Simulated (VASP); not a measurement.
# NbH2 (Fm-3m) in VASP: a series of runs

The runs below take NbH2 through single point, relaxation of cell and atoms, with PBEsol.

All numbers are computed with VASP 6.6.1; they aren't measurements. Logs are shortened: lines on timing, memory, paths and dates and some standing lists are left out, and cuts for length are marked.

## (1) The structure

The structure is cubic, space group Fm-3m (No. 225). The conventional cell has a = 4.518 Å, b = 4.518 Å, c = 4.518 Å, α = 90.00°, β = 90.00°, γ = 90.00°. Nb (site symmetry m-3m) has 8 H at 1.96 Å as nearest neighbours. H (site symmetry -43m) is surrounded by 4 Nb at 1.96 Å.

## (2) Single point, PBEsol

INCAR reads:

```
PREC = Accurate
ENCUT = 520
EDIFF = 1E-7
ISMEAR = 0
SIGMA = 0.1
LREAL = False
LASPH = True
NELM = 60
ALGO = Fast
ISIF = 2
LWAVE = False
LCHARG = False
GGA = PS
NBANDS = 14
```

KPOINTS reads:

```
regular mesh
0
Gamma
  16 16 16
```

POSCAR reads:

```
NbH2
1.0
    0.0000000000      2.2589758088      2.2589758088
    2.2589758088      0.0000000000      2.2589758088
    2.2589758088      2.2589758088      0.0000000000
Nb H
1 2
Direct
    0.0000000000      0.0000000000      0.0000000000
    0.2500000000      0.2500000000      0.2500000000
    0.7500000000      0.7500000000      0.7500000000
```

Potentials or basis: VASP PAW PBE potentials, release 64 (Nb_sv, H).

The run is started by

```sh
$ cat potpaw_PBE.64/Nb_sv/POTCAR potpaw_PBE.64/H/POTCAR > POTCAR
$ mpirun -np 1 vasp_std > vasp.out
```

OUTCAR:

```text
PREC = Accurate
   ENCUT = 520
   EDIFF = 1E-7
   ISMEAR = 0
   LREAL = False
   LASPH = True
   NELM = 60
   ISIF = 2
   GGA = PS

 ion  position               nearest neighbor table
   1  0.000  0.000  0.000-   3 1.96   3 1.96   3 1.96   2 1.96   3 1.96   2 1.96   2 1.96   2 1.96

   2  0.250  0.250  0.250-   1 1.96   1 1.96   1 1.96   1 1.96
   3  0.750  0.750  0.750-   1 1.96   1 1.96   1 1.96   1 1.96

  LATTYP: Found a face centered cubic cell.
 ALAT       =     4.5179516176

  Lattice vectors:

 A1 = (   0.0000000000,   2.2589758088,   2.2589758088)
 A2 = (   2.2589758088,   0.0000000000,   2.2589758088)
 A3 = (   2.2589758088,   2.2589758088,   0.0000000000)

Analysis of symmetry for initial positions (statically):
=====================================================================
 Subroutine PRICEL returns:
 Original cell was already a primitive cell.

 Routine SETGRP: Setting up the symmetry group for a
 face centered cubic supercell.

 Subroutine GETGRP returns: Found 48 space group operations
 (whereof 48 operations were pure point group operations)
 out of a pool of 48 trial point group operations.

The static configuration has the point symmetry O_h .

Analysis of symmetry for dynamics (positions and initial velocities):
=====================================================================
 Subroutine PRICEL returns:
 Original cell was already a primitive cell.

 Routine SETGRP: Setting up the symmetry group for a
 face centered cubic supercell.

 Subroutine GETGRP returns: Found 48 space group operations
 (whereof 48 operations were pure point group operations)
 out of a pool of 48 trial point group operations.

The dynamic configuration has the point symmetry O_h .

 Subroutine INISYM returns: Found 48 space group operations
 (whereof 48 operations are pure point group operations),
 and found     1 'primitive' translations

----------------------------------------------------------------------------------------

                                     Primitive cell

  volume of cell :      23.0550

  direct lattice vectors                    reciprocal lattice vectors
     0.000000000  2.258975809  2.258975809    -0.221339245  0.221339245  0.221339245
     2.258975809  0.000000000  2.258975809     0.221339245 -0.221339245  0.221339245
     2.258975809  2.258975809  0.000000000     0.221339245  0.221339245 -0.221339245

  length of vectors
     3.194674226  3.194674226  3.194674226     0.383370818  0.383370818  0.383370818

  position of ions in fractional coordinates (direct lattice)
     0.000000000  0.000000000  0.000000000
     0.250000000  0.250000000  0.250000000
     0.750000000  0.750000000  0.750000000

  ion indices of the primitive-cell ions
   primitive index   ion index
                 1           1
                 2           2
                 3           3

----------------------------------------------------------------------------------------

 KPOINTS: regular mesh

Automatic generation of k-mesh.
 Grid dimensions read from file:
 generate k-points for:   16   16   16

 Generating k-lattice:

  Cartesian coordinates                     Fractional coordinates (reciprocal lattice)
    -0.013833703  0.013833703  0.013833703     0.062500000  0.000000000  0.000000000
     0.013833703 -0.013833703  0.013833703     0.000000000  0.062500000  0.000000000
     0.013833703  0.013833703 -0.013833703     0.000000000  0.000000000  0.062500000

  Length of vectors
     0.023960676  0.023960676  0.023960676

  Shift w.r.t. Gamma in fractional coordinates (k-lattice)
     0.000000000  0.000000000  0.000000000

 Subroutine IBZKPT returns following result:
 ===========================================

 Found    145 irreducible k-points:

 Following reciprocal coordinates:
            Coordinates               Weight
  0.000000  0.000000  0.000000      1.000000
  0.062500  0.000000  0.000000      8.000000
  0.125000  0.000000  0.000000      8.000000
  0.187500  0.000000  0.000000      8.000000
  0.250000  0.000000  0.000000      8.000000
  0.312500  0.000000  0.000000      8.000000
[... 16 lines left out ...]
 -0.125000  0.062500  0.000000     24.000000
 -0.062500  0.062500  0.000000     12.000000
 [... further k-points ...]
   k-points           NKPTS =    145   k-points in BZ     NKDIM =    145   number of bands    NBANDS=     14
   number of dos      NEDOS =    301   number of ions     NIONS =      3
   total plane-waves  NPLWV =  13824
   dimension x,y,z NGX =    24 NGY =   24 NGZ =   24
   dimension x,y,z NGXF=    48 NGYF=   48 NGZF=   48
   ions per type =               1   2
   NGX,Y,Z   is equivalent  to a cutoff of  12.49, 12.49, 12.49 a.u.
   NGXF,Y,Z  is equivalent  to a cutoff of  24.98, 24.98, 24.98 a.u.
 SYSTEM =  unknown system
   PREC   = accura    normal or accurate (medium, high low for compatibility)
   ISTART =      0    job   : 0-new  1-cont  2-samecut
   ICHARG =      2    charge: 1-file 2-atom 10-const
   ISPIN  =      1    spin polarized calculation?
   LNONCOLLINEAR =      F non collinear calculations
   LSORBIT =      F    spin-orbit coupling
   LASPH  =      T    aspherical Exc in radial PAW
   ENCUT  =  520.0 eV  38.22 Ry    6.18 a.u.   5.94  5.94  5.94*2*pi/ulx,y,z
   NELM   =     60;   NELMIN=  2; NELMDL= -5     # of ELM steps
   EDIFF  = 0.1E-06   stopping-criterion for ELM
   LREAL  =      F    real-space projection
   EDIFFG = 0.1E-05   stopping-criterion for IOM
   NSW    =      0    number of steps for IOM
   IBRION =     -1    ionic relax: 0-MD 1-quasi-New 2-CG
   NFREE  =      0    steps in history (QN), initial steepest desc. (CG)
   ISIF   =      2    stress and relaxation
   ISYM   =      2    0-nonsym 1-usesym 2-fastsym
   POTIM  = 0.5000    time-step for ionic-motion
   TEBEG  =    0.0;   TEEND  =   0.0 temperature during run
   PSTRESS=    0.0 pullay stress
   NELECT =      15.0000    total number of electrons
   NUPDOWN=      -1.0000    fix difference up-down
   EMIN   =  10.00;   EMAX   =-10.00  energy-range for DOS
   EFERMI =   0.00;   METHOD = LEGACY
   ISMEAR =     0;   SIGMA  =   0.10  broadening in eV -4-tet -1-fermi 0-gaus
   EFERMI_NEDOS =   21; number of points for ismear=-14 and -15
   IALGO  =     68    algorithm
   IMIX   =      4    mixing-type and parameters
     AMIX     =   0.40;   BMIX     =  1.00
     AMIX_MAG =   1.60;   BMIX_MAG =  1.00
  volume/ion in A,a.u.               =       7.68        51.86
  Fermi-wavevector in a.u.,A,eV,Ry     =   1.418569  2.680706 27.379505  2.012337
  Thomas-Fermi vector in A             =   2.539680
   LORBIT       =      0    0 simple, 1 ext, 2 COOP (PROOUT), +10 PAW based schemes
   GGA     = PS    functional components
   LHFCALC =     F    Hartree Fock is set to
   AEXX    =    0.0000 exact exchange contribution
   IVDW    =     0    specifies the selected vdW correction
   LEPSILON=     F    determine dielectric tensor
   LRPA    =     F    only Hartree local field effects (RPA)
 non-spin polarized calculation
 RMM-DIIS sequential band-by-band and
 Gauss-broadening in eV      SIGMA  =   0.10
  energy-cutoff  :      520.00
  volume of cell :       23.05
 maximum number of plane-waves:       636
   NGX = 11   NGY = 11   NGZ = 11

 number of electron      14.9999998 magnetization

 Free energy of the ion-electron system (eV)
  ---------------------------------------------------
  ext. energy  EPLUGINS =         0.00000000
  ---------------------------------------------------
  free energy    TOTEN  =       -18.50420277 eV

  energy without entropy =      -18.49993969  energy(sigma->0) =      -18.50207123

 E-fermi :  10.2321     XC(G=0): -12.3096

 val. band max:       10.2164209135   @ k =  -0.2500   0.2500   0.0625
 cond. band min:      10.2409286851   @ k =   0.5000   0.2500   0.0625
 fundamental gap:      0.0245077716
 Fermi energy:        10.2321097354

 k-point     1 :       0.0000    0.0000    0.0000
  band No.  band energies     occupation
      1     -45.0604      2.00000
      2     -20.8317      2.00000
      3     -20.8317      2.00000
      4     -20.8317      2.00000
      5      -0.6272      2.00000
      6       8.8051      2.00000
      7       8.8051      2.00000
      8       8.8051      2.00000
      9       9.1080      2.00000
     10      11.5395      0.00000
     11      11.5395      0.00000
     12      22.6952      0.00000
     13      23.6618      0.00000
     14      23.6618      0.00000

 k-point     2 :       0.0625    0.0000    0.0000
  band No.  band energies     occupation
      1     -45.0567      2.00000
      2     -20.8626      2.00000
      3     -20.8354      2.00000
      4     -20.8354      2.00000
      5      -0.5157      2.00000
      6       7.6860      2.00000
      7       8.8624      2.00000
      8       8.8624      2.00000
      9      10.3642      0.06166
     10      11.4894      0.00000
     11      11.4894      0.00000
     12      21.5989      0.00000
     13      23.8839      0.00000
     14      23.8854      0.00000

 k-point     3 :       0.1250    0.0000    0.0000
  band No.  band energies     occupation
      1     -45.0461      2.00000
      2     -20.9496      2.00000
      3     -20.8459      2.00000
      4     -20.8459      2.00000
      5      -0.1960      2.00000
      6       6.6029      2.00000
      7       9.0120      2.00000
      8       9.0120      2.00000
      9      11.3803      0.00000
     10      11.3803      0.00000
     11      11.8417      0.00000
     12      20.3405      0.00000
     13      24.5208      0.00000
     14      24.5209      0.00000
[... 324 lines left out ...]
 k-point    23 :      -0.1250    0.0625    0.0000
  band No.  band energies     occupation
      1     -45.0384      2.00000
      2     -21.0015      2.00000
      3     -20.8726      2.00000
      4     -20.8456      2.00000
      5       0.0433      2.00000
      6       6.0946      2.00000
      7       9.1216      2.00000
      8       9.1272      2.00000
      9      11.0840      0.00000
     10      11.5451      0.00000
     11      12.6284      0.00000
     12      19.9206      0.00000
     13      24.2757      0.00000
     14      25.2949      0.00000

 k-point    24 :      -0.0625    0.0625    0.0000
  band No.  band energies     occupation
      1     -45.0507      2.00000
      2     -20.9062      2.00000
      3     -20.8518      2.00000
      4     -20.8368      2.00000
      5      -0.3340      2.00000
      6       6.9660      2.00000
      7       8.9472      2.00000
      8       8.9714      2.00000
      9      11.2956      0.00000
     10      11.2970      0.00000
     11      11.5339      0.00000
     12      20.8534      0.00000
     13      23.8822      0.00000
     14      24.4079      0.00000

 [... further k-points ...]

------------------------ aborting loop because EDIFF is reached ----------------------------------------

  FORCE on cell =-STRESS in cart. coord.  units (eV):
  Direction    XX          YY          ZZ          XY          YZ          ZX
  --------------------------------------------------------------------------------------
  -------------------------------------------------------------------------------------
  Total       -0.0651891     -0.0651891     -0.0651891      0.0000000      0.0000000     -0.0000000
  in kB       -4.5302356     -4.5302356     -4.5302356      0.0000000      0.0000000     -0.0000000
  external PRESSURE =      -4.5302356 kB  Pullay stress =       0.0000000 kB

 VOLUME and BASIS-vectors are now :
 -----------------------------------------------------------------------------
  energy-cutoff  :      520.00
  volume of cell :       23.05
      direct lattice vectors                 reciprocal lattice vectors
     0.000000000  2.258975809  2.258975809    -0.221339245  0.221339245  0.221339245
     2.258975809  0.000000000  2.258975809     0.221339245 -0.221339245  0.221339245
     2.258975809  2.258975809  0.000000000     0.221339245  0.221339245 -0.221339245

 POSITION                                       TOTAL-FORCE (eV/Angst)
 -----------------------------------------------------------------------------------
      0.00000      0.00000      0.00000        -0.000000      0.000000      0.000000
      1.12949      1.12949      1.12949        -0.000000     -0.000000     -0.000000
      3.38846      3.38846      3.38846         0.000000      0.000000      0.000000
 -----------------------------------------------------------------------------------
    total drift:                               -0.000000      0.000000      0.000000

  FREE ENERGIE OF THE ION-ELECTRON SYSTEM (eV)
  ---------------------------------------------------
  free  energy   TOTEN  =       -18.5042027715 eV

  energy  without entropy=      -18.4999396948  energy(sigma->0) =      -18.50207123
```

It took 79 s on 1 thread of Intel Xeon Platinum 8375C at 2.90GHz (Ice Lake), shared host; peak memory 0.17 GiB.

What came out:

```yaml
Free_energy: -18.5042 eV
Pressure: -0.5 GPa
Band_gap_on_the_k_mesh: none (metal or under the smearing width)
```

Caveat: the PAW data sets were made with another functional, which shifts forces and pressure a little.

## (3) Relaxation of cell and atoms, PBEsol

This run uses another cell than the first one, of 7.92 Å³/atom, 1.030 times its volume.

INCAR reads:

```
SYSTEM = NbH2
ALGO = Normal
EDIFF = 1E-6
EDIFFG = -0.005
ENCUT = 600
GGA = PS
IBRION = 2
ISIF = 3
ISMEAR = 0
LASPH = .TRUE.
LCHARG = .FALSE.
LREAL = .FALSE.
LWAVE = .FALSE.
NELM = 60
NSW = 100
PREC = Accurate
SIGMA = 0.1
```

KPOINTS reads:

```
k-points
0
G
  16 16 16
  0 0 0
```

POSCAR reads:

```
NbH2
1.0
    0.0000000000      2.2815000000      2.2815000000
    2.2815000000      0.0000000000      2.2815000000
    2.2815000000      2.2815000000      0.0000000000
Nb H
1 2
Direct
    0.0000000000      0.0000000000      0.0000000000
    0.2500000000      0.2500000000      0.2500000000
    0.7500000000      0.7500000000      0.7500000000
```

Potentials or basis: VASP PAW PBE potentials, release 64 (Nb_sv, H).

The run is started by

```sh
$ cat potpaw_PBE.64/Nb_sv/POTCAR potpaw_PBE.64/H/POTCAR > POTCAR
$ mpirun -np 1 vasp_std > vasp.out
```

OUTCAR:

```text
SYSTEM = NbH2
   EDIFF = 1E-6
   EDIFFG = -0.005
   ENCUT = 600
   GGA = PS
   IBRION = 2
   ISIF = 3
   ISMEAR = 0
   LASPH = .TRUE.
   LREAL = .FALSE.
   NELM = 60
   NSW = 100
   PREC = Accurate

 ion  position               nearest neighbor table
   1  0.000  0.000  0.000-
   2  0.250  0.250  0.250-
   3  0.750  0.750  0.750-

  LATTYP: Found a face centered cubic cell.
 ALAT       =     4.5630000000

  Lattice vectors:

 A1 = (   0.0000000000,   2.2815000000,   2.2815000000)
 A2 = (   2.2815000000,   0.0000000000,   2.2815000000)
 A3 = (   2.2815000000,   2.2815000000,   0.0000000000)

Analysis of symmetry for initial positions (statically):
=====================================================================
 Subroutine PRICEL returns:
 Original cell was already a primitive cell.

 Routine SETGRP: Setting up the symmetry group for a
 face centered cubic supercell.

 Subroutine GETGRP returns: Found 48 space group operations
 (whereof 48 operations were pure point group operations)
 out of a pool of 48 trial point group operations.

The static configuration has the point symmetry O_h .

Analysis of symmetry for dynamics (positions and initial velocities):
=====================================================================
 Subroutine PRICEL returns:
 Original cell was already a primitive cell.

 Routine SETGRP: Setting up the symmetry group for a
 face centered cubic supercell.
[... 150 lines left out ...]

 Free energy of the ion-electron system (eV)
  ---------------------------------------------------
  ext. energy  EPLUGINS =         0.00000000
  ---------------------------------------------------
  free energy    TOTEN  =       -18.49235066 eV

  energy without entropy =      -18.48786884  energy(sigma->0) =      -18.49010975

 E-fermi :   9.8561     XC(G=0): -12.1632

 val. band max:        9.8439102698   @ k =  -0.2500   0.2500   0.0625
 cond. band min:       9.8641784582   @ k =   0.5000   0.2500   0.0625
 fundamental gap:      0.0202681884
 Fermi energy:         9.8561222303

 k-point     1 :       0.0000    0.0000    0.0000
  band No.  band energies     occupation
      1     -45.4718      2.00000
      2     -21.2677      2.00000
      3     -21.2677      2.00000
      4     -21.2677      2.00000
      5      -0.8384      2.00000
      6       8.4790      2.00000
      7       8.4790      2.00000
      8       8.4790      2.00000
      9       8.7768      2.00000
     10      11.1080      0.00000
     11      11.1080      0.00000
[... 395 lines left out ...]
--------------------------------------- Ionic step        3  -------------------------------------------

 number of electron      15.0000001 magnetization

 Free energy of the ion-electron system (eV)
  ---------------------------------------------------
  ext. energy  EPLUGINS =         0.00000000
  ---------------------------------------------------
  free energy    TOTEN  =       -18.50586235 eV

  energy without entropy =      -18.50161221  energy(sigma->0) =      -18.50373728

 E-fermi :  10.2549     XC(G=0): -12.3186

 val. band max:       10.2389901439   @ k =  -0.2500   0.2500   0.0625
 cond. band min:      10.2636286661   @ k =   0.2500   0.1875   0.0625
 fundamental gap:      0.0246385222
 Fermi energy:        10.2548820438

 k-point     1 :       0.0000    0.0000    0.0000
  band No.  band energies     occupation
      1     -45.0359      2.00000
      2     -20.8060      2.00000
      3     -20.8060      2.00000
      4     -20.8060      2.00000
      5      -0.6146      2.00000
      6       8.8247      2.00000
      7       8.8247      2.00000
      8       8.8247      2.00000
      9       9.1277      2.00000
     10      11.5656      0.00000
     11      11.5656      0.00000
[... 352 lines left out ...]
  FREE ENERGIE OF THE ION-ELECTRON SYSTEM (eV)
  ---------------------------------------------------
  free  energy   TOTEN  =       -18.5058623488 eV

  energy  without entropy=      -18.5016122142  energy(sigma->0) =      -18.50373728

 reached required accuracy - stopping structural energy minimisation
```

Run time: 2.7 min. Hardware: 1 thread of Intel Xeon Platinum 8375C at 2.90GHz (Ice Lake), shared host; peak memory 0.2 GiB.

What came out:

* Free energy: -18.5059 eV
* Relaxed volume: 7.67 Å³/atom
* Relaxed cell: a = 3.193 Å, b = 3.193 Å, c = 3.193 Å, α = 60.00°, β = 60.00°, γ = 60.00°
* Space group after relaxing (to 0.05 Å): Fm-3m (No. 225)
* Energy gained by relaxing: 4.5 meV/atom
* Ionic steps: 3
* Pressure after relaxing: 0.0 GPa
* Band gap on the k mesh: none (metal or under the smearing width)

The path:
```tsv
step	energy change (eV)	largest force (eV/Å)	pressure (GPa)	volume (Å³)
1	0.0000	0.0000	-5.71	23.75
2	-0.0122	0.0000	1.89	22.79
3	-0.0135	0.0000	0.01	23.01
```

Final structure:
```
CELL_PARAMETERS angstrom
0.00000 2.25760 2.25760
2.25760 0.00000 2.25760
2.25760 2.25760 0.00000
ATOMIC_POSITIONS crystal
Nb 0.00000 0.00000 0.00000
H 0.25000 0.25000 0.25000
H 0.75000 0.75000 0.75000
```

Caveat: the PAW data sets were made with another functional, which shifts forces and pressure a little.
